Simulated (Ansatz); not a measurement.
System: zinc-blende AlSb. Method: r²SCAN (plane waves, PAW; Ansatz, a first-principles code).

Run with plane-wave cutoff 500 eV, 6×6×1 k mesh (along the axes of the cell as run), gaussian smearing 0.02 eV, scalar-relativistic PAW data made under PBE.

**Question.** Estimate the surface energy of the (110) face and ionisation potential of the slab that the calculation returns.

**Answer.** 
surface energy of the (110) face: 0.65 J/m²
ionisation potential of the slab: 5.07 eV

The slab of 16 atoms is relaxed and unreconstructed.

Spin–orbit coupling is not included.

The computed numbers hold no vibrational or temperature effects.
